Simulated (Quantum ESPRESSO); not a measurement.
# BN (F-43m) in Quantum ESPRESSO: notebook, part 4 of 4

Quantum ESPRESSO 7.5. Earlier steps stand in the parts before.

## (5) Phonons, PBE

pw.in

```
&CONTROL
  calculation = 'scf'
  prefix = 'pwscf'
  outdir = './tmp'
  pseudo_dir = './pseudo'
  tprnfor = .true.
  tstress = .true.
  disk_io = 'low'
/
&SYSTEM
  ibrav = 0
  nat = 2
  ntyp = 2
  ecutwfc = 84
  nbnd = 9
  occupations = 'smearing'
  smearing = 'fd'
  degauss = 0.00367493
/
&ELECTRONS
  conv_thr = 4d-10
  electron_maxstep = 120
  mixing_beta = 0.5
/
ATOMIC_SPECIES
N     14.0070 N.upf
B     10.8100 B.upf
CELL_PARAMETERS bohr
   0.0000000000    3.4260753537    3.4260753537
   3.4260753537    0.0000000000    3.4260753537
   3.4260753537    3.4260753537    0.0000000000
ATOMIC_POSITIONS bohr
N      1.7130376768    1.7130376768    1.7130376768
B      0.0000000000    0.0000000000    0.0000000000
K_POINTS automatic
8 8 8 1 1 1
```

scf2.in

```
&CONTROL
  calculation = 'scf'
  prefix = 'pwscf'
  outdir = './tmp'
  pseudo_dir = './pseudo'
  tprnfor = .true.
  tstress = .true.
  disk_io = 'low'
/
&SYSTEM
  ibrav = 0
  nat = 2
  ntyp = 2
  ecutwfc = 84
  nbnd = 9
  occupations = 'fixed'
/
&ELECTRONS
  conv_thr = 1d-13
  electron_maxstep = 120
  mixing_beta = 0.5
  startingpot = 'file'
  startingwfc = 'file'
/
ATOMIC_SPECIES
N     14.0070 N.upf
B     10.8100 B.upf
CELL_PARAMETERS bohr
   0.0000000000    3.4260753537    3.4260753537
   3.4260753537    0.0000000000    3.4260753537
   3.4260753537    3.4260753537    0.0000000000
ATOMIC_POSITIONS bohr
N      1.7130376768    1.7130376768    1.7130376768
B      0.0000000000    0.0000000000    0.0000000000
K_POINTS automatic
8 8 8 1 1 1
```

ph.in

```
phonons of BN
&INPUTPH
  prefix = 'pwscf'
  outdir = './tmp'
  tr2_ph = 1d-18
  fildyn = 'dyn'
  niter_ph = 90
  alpha_mix(1) = 0.7
  epsil = .true.
/
0.0000000000 0.0000000000 0.0000000000
```

dynmat.in

```
&INPUT
  fildyn = 'dyn'
  asr = 'crystal'
  lperm = .true.
  filout = 'dynmat.disp'
  fileig = 'dynmat.eig'
/
```

dynmat_lo.in

```
&INPUT
  fildyn = 'dyn'
  asr = 'crystal'
  filout = 'dynmat_lo.disp'
  fileig = 'dynmat_lo.eig'
  q(1) = 0
  q(2) = 0
  q(3) = 1
/
```

Potentials or basis: PseudoDojo 0.4.1 SR PBE standard.

Launch:

```sh
$ OMP_NUM_THREADS=1 pw.x -in pw.in > pw.out
$ OMP_NUM_THREADS=1 pw.x -in scf2.in > scf2.out
$ OMP_NUM_THREADS=1 ph.x -in ph.in > ph.out
$ OMP_NUM_THREADS=1 dynmat.x -in dynmat.in > dynmat.out
$ OMP_NUM_THREADS=1 dynmat.x -in dynmat_lo.in > dynmat_lo.out
```

pw.out:

```text
This program is part of the open-source Quantum ESPRESSO suite
     for quantum simulation of materials; please cite
[... 9 lines left out ...]
     --------------------
     sticks:   dense  smooth     PW     G-vecs:    dense   smooth      PW
     Sum         547     547    187                 8363     8363    1591

     Using Slab Decomposition

     bravais-lattice index     =            0
     lattice parameter (alat)  =       4.8452  a.u.
     unit-cell volume          =      80.4305 (a.u.)^3
     number of atoms/cell      =            2
     number of atomic types    =            2
     number of electrons       =         8.00
     number of Kohn-Sham states=            9
     kinetic-energy cutoff     =      84.0000  Ry
     charge density cutoff     =     336.0000  Ry
     scf convergence threshold =      4.0E-10
     mixing beta               =       0.5000
     number of iterations used =            8  plain     mixing
     Exchange-correlation= PBE
                           (   1   4   3   4   0   0   0)

     celldm(1)=   4.845202  celldm(2)=   0.000000  celldm(3)=   0.000000
     celldm(4)=   0.000000  celldm(5)=   0.000000  celldm(6)=   0.000000

     crystal axes: (cart. coord. in units of alat)
               a(1) = (   0.000000   0.707107   0.707107 )
               a(2) = (   0.707107   0.000000   0.707107 )
               a(3) = (   0.707107   0.707107   0.000000 )

     reciprocal axes: (cart. coord. in units 2 pi/alat)
               b(1) = ( -0.707107  0.707107  0.707107 )
               b(2) = (  0.707107 -0.707107  0.707107 )
               b(3) = (  0.707107  0.707107 -0.707107 )

     PseudoPot. # 1 for N  read from file:
     N.upf
     Pseudo is Norm-conserving + core correction, Zval =  5.0
     Generated using ONCVPSP code by D. R. Hamann
     Using radial grid of 1058 points,  4 beta functions with:
                l(1) =   0
                l(2) =   0
                l(3) =   1
                l(4) =   1

     PseudoPot. # 2 for B  read from file:
     B.upf
     Pseudo is Norm-conserving + core correction, Zval =  3.0
     Generated using ONCVPSP code by D. R. Hamann
     Using radial grid of 1534 points,  4 beta functions with:
                l(1) =   0
                l(2) =   0
                l(3) =   1
                l(4) =   1

     atomic species   valence    mass     pseudopotential
     N                 5.00    14.00700     N ( 1.00)
     B                 3.00    10.81000     B ( 1.00)

     24 Sym. Ops. (no inversion) found

   Cartesian axes

     site n.     atom                  positions (alat units)
         1        N      tau(   1) = (   0.3535534   0.3535534   0.3535534  )
         2        B      tau(   2) = (   0.0000000   0.0000000   0.0000000  )

     number of k points=    60  Fermi-Dirac smearing, width (Ry)=  0.0037
                       cart. coord. in units 2pi/alat
        k(    1) = (   0.0441942   0.0441942   0.0441942), wk =   0.0078125
        k(    2) = (   0.1325825   0.1325825  -0.0441942), wk =   0.0234375
        k(    3) = (   0.2209709   0.2209709  -0.1325825), wk =   0.0234375
        k(    4) = (   0.3093592   0.3093592  -0.2209709), wk =   0.0234375
        k(    5) = (  -0.3093592  -0.3093592   0.3977476), wk =   0.0234375
        k(    6) = (  -0.2209709  -0.2209709   0.3093592), wk =   0.0234375
[... 52 lines left out ...]
        k(   59) = (   0.3093592   0.3093592   0.3093592), wk =   0.0078125
        k(   60) = (  -0.3093592  -0.3093592   0.9280777), wk =   0.0234375

     Dense  grid:     8363 G-vectors     FFT dimensions: (  30,  30,  30)

     Initial potential from superposition of free atoms

     starting charge       7.9997, renormalised to       8.0000
     Starting wfcs are    8 randomized atomic wfcs +    1 random wfcs

     Self-consistent Calculation

     iteration #  1     ecut=    84.00 Ry     beta= 0.50
     Davidson diagonalization with overlap
     ethr =  1.00E-02,  avg # of iterations =  5.1

     total energy              =     -26.76622653 Ry
     estimated scf accuracy    <       0.21182027 Ry

     iteration #  2     ecut=    84.00 Ry     beta= 0.50
     Davidson diagonalization with overlap
     ethr =  2.65E-03,  avg # of iterations =  1.1
[... 36 lines left out ...]
     total energy              =     -26.80561304 Ry
     estimated scf accuracy    <       0.00000002 Ry

     iteration #  8     ecut=    84.00 Ry     beta= 0.50
     Davidson diagonalization with overlap
     ethr =  1.89E-10,  avg # of iterations =  1.1

     End of self-consistent calculation

          k = 0.0442 0.0442 0.0442 (  1034 PWs)   bands (ev):

    -9.0024  10.4838  10.9078  10.9078  19.9648  19.9996  19.9996  21.5556
    35.4904

          k = 0.1326 0.1326-0.0442 (  1023 PWs)   bands (ev):

    -8.5037   8.5419   9.8811  10.7197  20.3337  20.3801  21.0315  22.9037
    34.2998
[... 118 lines left out ...]
    -5.0622   1.1471   8.1452   8.8169  21.1304  21.6296  22.7613  26.2245
    33.0363

          k =-0.6629 0.0442 0.0442 (  1048 PWs)   bands (ev):

    -3.6629   2.3546   5.8852   6.2322  15.8592  20.5591  28.5296  28.5726
    31.4446

          k =-0.5745 0.1326-0.0442 (  1049 PWs)   bands (ev):

    -4.3137   3.2149   5.6582   6.3957  17.1765  21.6770  26.7263  27.8014
    30.9504

          k =-0.4861 0.2210-0.1326 (  1048 PWs)   bands (ev):

    -4.8798   2.5100   6.4953   7.5435  19.2501  23.6058  24.6100  25.6131
    30.9575

          k =-0.4861 0.0442 0.0442 (  1040 PWs)   bands (ev):

    -5.5360   4.6123   6.7769   6.9591  16.8781  21.4278  26.5135  26.5684
    30.3810

          k =-0.3977 0.1326-0.0442 (  1043 PWs)   bands (ev):

    -6.3906   5.1331   7.2329   8.1541  18.5393  22.9366  24.0558  25.0124
    30.1902

          k =-0.3094 0.0442 0.0442 (  1035 PWs)   bands (ev):

    -7.5319   7.2567   8.5110   8.7529  18.4409  22.9130  23.5039  23.5197
    29.5357

          k = 0.1326 0.1326 0.1326 (  1037 PWs)   bands (ev):
[... 131 lines left out ...]
    -5.2589   0.9137   9.1385   9.1385  21.0667  21.7401  21.7401  26.0688
    34.2753

          k =-0.3094-0.3094 0.9281 (  1052 PWs)   bands (ev):

    -4.7113   0.8013   7.7663   8.7053  20.7941  22.3951  22.6370  26.4959
    32.8827

     the Fermi energy is    13.2440 ev

!    total energy              =     -26.80561304 Ry
     estimated scf accuracy    <          2.8E-10 Ry
     smearing contrib. (-TS)   =       0.00000000 Ry
     internal energy E=F+TS    =     -26.80561304 Ry

     The total energy is F=E-TS. E is the sum of the following terms:
     one-electron contribution =       4.58468466 Ry
     hartree contribution      =       3.60102651 Ry
     xc contribution           =      -8.73046141 Ry
     ewald contribution        =     -26.26086280 Ry

     convergence has been achieved in   8 iterations

     Forces acting on atoms (cartesian axes, Ry/au):

     atom    1 type  1   force =    -0.00000000    0.00000000   -0.00000000
     atom    2 type  2   force =     0.00000000    0.00000000    0.00000000

     Total force =     0.000000     Total SCF correction =     0.000000

     Computing stress (Cartesian axis) and pressure

          total   stress  (Ry/bohr**3)                   (kbar)     P=       -7.93
  -0.00005392  -0.00000000  -0.00000000           -7.93       -0.00       -0.00
   0.00000000  -0.00005392  -0.00000000            0.00       -7.93       -0.00
  -0.00000000  -0.00000000  -0.00005392           -0.00       -0.00       -7.93

=------------------------------------------------------------------------------=
   JOB DONE.
=------------------------------------------------------------------------------=
```

scf2.out:

```text
This program is part of the open-source Quantum ESPRESSO suite
     for quantum simulation of materials; please cite
[... 9 lines left out ...]
     --------------------
     sticks:   dense  smooth     PW     G-vecs:    dense   smooth      PW
     Sum         547     547    187                 8363     8363    1591
[... 483 lines left out ...]
  -0.00005423   0.00000000  -0.00000000           -7.98        0.00       -0.00
   0.00000000  -0.00005423   0.00000000            0.00       -7.98        0.00
   0.00000000   0.00000000  -0.00005423            0.00        0.00       -7.98

=------------------------------------------------------------------------------=
   JOB DONE.
=------------------------------------------------------------------------------=
```

Run time: 2 min. Hardware: 1 thread of Arm Neoverse V1, shared host; peak memory 0.05 GiB.

Results:

| Property | Result |
| --- | --- |
| Free energy | -364.7089 eV |
| Pressure after relaxing | -0.8 GPa |
| Electronic dielectric tensor (diagonal) | 4.55 |
| Born charges (mean of the diagonal) | N -1.91; B +1.91 e |
| Highest phonon frequency at Γ, LO-TO splitting left out | 1026 cm⁻¹ |
| Static dielectric tensor (diagonal) | 6.90 |

Phonon frequencies in cm⁻¹ (negative: imaginary):
| q point | frequencies |
| --- | --- |
| (0.000, 0.000, 0.000) | 1 1 1 1026 1026 1026 |

Electronic dielectric tensor:
```
4.55 0.00 0.00
0.00 4.55 0.00
0.00 0.00 4.55
```

Born effective charge tensors (e):
atom 1, N
```
-1.91  0.00  0.00
 0.00 -1.91  0.00
 0.00  0.00 -1.91
```
atom 2, B
```
1.91 0.00 0.00
0.00 1.91 0.00
0.00 0.00 1.91
```

Optical modes at Γ, degenerate ones joined, polar ones without the macroscopic field:
```
cm⁻¹  components  symmetry     active in  IR intensity, summed ((D/Å)²/amu)
1026           3        T2  IR and Raman                              41.43
```

Zone-centre frequencies without and with the macroscopic field along z (cm⁻¹):
```
                optical modes in rising order
       without                 1026 1026 1026
with the field                 1026 1026 1264
```

Static dielectric tensor, electrons and zone-centre modes:
```
6.90 0.00 0.00
0.00 6.90 0.00
0.00 0.00 6.90
```

## (6) Phonons, PBE

pw.in is that of step 5.

scf2.in is that of step 5.

ph.in is that of step 5.

dynmat.in is that of step 5.

dynmat_lo.in is that of step 5.

Potentials or basis: PseudoDojo 0.4 SR PBE stringent.

Launch:

```sh
$ OMP_NUM_THREADS=1 pw.x -in pw.in > pw.out
$ OMP_NUM_THREADS=1 pw.x -in scf2.in > scf2.out
$ OMP_NUM_THREADS=1 ph.x -in ph.in > ph.out
$ OMP_NUM_THREADS=1 dynmat.x -in dynmat.in > dynmat.out
$ OMP_NUM_THREADS=1 dynmat.x -in dynmat_lo.in > dynmat_lo.out
```

pw.out:

```text
This program is part of the open-source Quantum ESPRESSO suite
     for quantum simulation of materials; please cite
[... 9 lines left out ...]
     --------------------
     sticks:   dense  smooth     PW     G-vecs:    dense   smooth      PW
     Sum         547     547    187                 8363     8363    1591

     Using Slab Decomposition

     bravais-lattice index     =            0
     lattice parameter (alat)  =       4.8452  a.u.
     unit-cell volume          =      80.4305 (a.u.)^3
     number of atoms/cell      =            2
     number of atomic types    =            2
     number of electrons       =         8.00
     number of Kohn-Sham states=            9
     kinetic-energy cutoff     =      84.0000  Ry
     charge density cutoff     =     336.0000  Ry
     scf convergence threshold =      4.0E-10
     mixing beta               =       0.5000
     number of iterations used =            8  plain     mixing
     Exchange-correlation= PBE
                           (   1   4   3   4   0   0   0)

     celldm(1)=   4.845202  celldm(2)=   0.000000  celldm(3)=   0.000000
     celldm(4)=   0.000000  celldm(5)=   0.000000  celldm(6)=   0.000000

     crystal axes: (cart. coord. in units of alat)
               a(1) = (   0.000000   0.707107   0.707107 )
               a(2) = (   0.707107   0.000000   0.707107 )
[... 41 lines left out ...]
        k(    1) = (   0.0441942   0.0441942   0.0441942), wk =   0.0078125
        k(    2) = (   0.1325825   0.1325825  -0.0441942), wk =   0.0234375
        k(    3) = (   0.2209709   0.2209709  -0.1325825), wk =   0.0234375
        k(    4) = (   0.3093592   0.3093592  -0.2209709), wk =   0.0234375
        k(    5) = (  -0.3093592  -0.3093592   0.3977476), wk =   0.0234375
        k(    6) = (  -0.2209709  -0.2209709   0.3093592), wk =   0.0234375
[... 52 lines left out ...]
        k(   59) = (   0.3093592   0.3093592   0.3093592), wk =   0.0078125
        k(   60) = (  -0.3093592  -0.3093592   0.9280777), wk =   0.0234375

     Dense  grid:     8363 G-vectors     FFT dimensions: (  30,  30,  30)

     Initial potential from superposition of free atoms

     starting charge       7.9997, renormalised to       8.0000
     Starting wfcs are    8 randomized atomic wfcs +    1 random wfcs

     Self-consistent Calculation

     iteration #  1     ecut=    84.00 Ry     beta= 0.50
     Davidson diagonalization with overlap
     ethr =  1.00E-02,  avg # of iterations =  5.1

     total energy              =     -26.76622653 Ry
     estimated scf accuracy    <       0.21182027 Ry
[... 43 lines left out ...]
     iteration #  8     ecut=    84.00 Ry     beta= 0.50
     Davidson diagonalization with overlap
     ethr =  1.89E-10,  avg # of iterations =  1.1

     End of self-consistent calculation

          k = 0.0442 0.0442 0.0442 (  1034 PWs)   bands (ev):

    -9.0024  10.4838  10.9078  10.9078  19.9648  19.9996  19.9996  21.5556
    35.4904
[... 293 lines left out ...]
    -4.7113   0.8013   7.7663   8.7053  20.7941  22.3951  22.6370  26.4959
    32.8827

     the Fermi energy is    13.2440 ev

!    total energy              =     -26.80561304 Ry
     estimated scf accuracy    <          2.8E-10 Ry
     smearing contrib. (-TS)   =       0.00000000 Ry
     internal energy E=F+TS    =     -26.80561304 Ry

     The total energy is F=E-TS. E is the sum of the following terms:
     one-electron contribution =       4.58468466 Ry
     hartree contribution      =       3.60102651 Ry
     xc contribution           =      -8.73046141 Ry
     ewald contribution        =     -26.26086280 Ry

     convergence has been achieved in   8 iterations

     Forces acting on atoms (cartesian axes, Ry/au):

     atom    1 type  1   force =    -0.00000000    0.00000000   -0.00000000
     atom    2 type  2   force =     0.00000000    0.00000000    0.00000000

     Total force =     0.000000     Total SCF correction =     0.000000

     Computing stress (Cartesian axis) and pressure

          total   stress  (Ry/bohr**3)                   (kbar)     P=       -7.93
  -0.00005392  -0.00000000  -0.00000000           -7.93       -0.00       -0.00
   0.00000000  -0.00005392  -0.00000000            0.00       -7.93       -0.00
  -0.00000000  -0.00000000  -0.00005392           -0.00       -0.00       -7.93

=------------------------------------------------------------------------------=
   JOB DONE.
=------------------------------------------------------------------------------=
```

scf2.out:

```text
This program is part of the open-source Quantum ESPRESSO suite
     for quantum simulation of materials; please cite
[... 9 lines left out ...]
     --------------------
     sticks:   dense  smooth     PW     G-vecs:    dense   smooth      PW
     Sum         547     547    187                 8363     8363    1591
[... 483 lines left out ...]
  -0.00005423   0.00000000  -0.00000000           -7.98        0.00       -0.00
   0.00000000  -0.00005423   0.00000000            0.00       -7.98        0.00
   0.00000000   0.00000000  -0.00005423            0.00        0.00       -7.98

=------------------------------------------------------------------------------=
   JOB DONE.
=------------------------------------------------------------------------------=
```

Run time: 2 min. Hardware: 1 thread of Arm Neoverse V1, shared host; peak memory 0.05 GiB.

What came out:

| Item | Value |
| --- | --- |
| Free energy | -364.7089 eV |
| Pressure after relaxing | -0.8 GPa |
| Electronic dielectric tensor (diagonal) | 4.55 |
| Born charges (mean of the diagonal) | N -1.91; B +1.91 e |
| Highest phonon frequency at Γ, LO-TO splitting left out | 1026 cm⁻¹ |
| Static dielectric tensor (diagonal) | 6.90 |

Phonon frequencies in cm⁻¹ (negative: imaginary):
```csv
q point,frequencies
"(0.000, 0.000, 0.000)",1 1 1 1026 1026 1026
```

Electronic dielectric tensor:
```
4.55 0.00 0.00
0.00 4.55 0.00
0.00 0.00 4.55
```

Born effective charge tensors (e):
atom 1, N
```
-1.91  0.00  0.00
 0.00 -1.91  0.00
 0.00  0.00 -1.91
```
atom 2, B
```
1.91 0.00 0.00
0.00 1.91 0.00
0.00 0.00 1.91
```

Optical modes at Γ, degenerate ones joined, polar ones without the macroscopic field:
| cm⁻¹ | components | symmetry | active in | IR intensity, summed ((D/Å)²/amu) |
| --- | --- | --- | --- | --- |
| 1026 | 3 | T2 | IR and Raman | 41.43 |

Zone-centre frequencies without and with the macroscopic field along z (cm⁻¹):
|  | optical modes in rising order |
| --- | --- |
| without | 1026 1026 1026 |
| with the field | 1026 1026 1264 |

Static dielectric tensor, electrons and zone-centre modes:
```
6.90 0.00 0.00
0.00 6.90 0.00
0.00 0.00 6.90
```

## (7) The runs side by side

```csv
potentials or basis,cutoff (eV),pressure (GPa)
GBRV 1.5 PBE,612,-0.5
JTH 2.0 PBE,707,-0.7
SSSP 1.3 efficiency PBE,816,-1.8
PseudoDojo 0.4.1 SR PBE standard,1143,-0.8
PseudoDojo 0.4 SR PBE stringent,1143,-0.8
```

Alike in all rows: task phonons; level PBE; no spin polarisation; cell relaxed; k mesh 8 × 8 × 8, shifted; smearing fermi-dirac 0.05 eV.

Absolute energies hang on the potentials; compare differences alone.
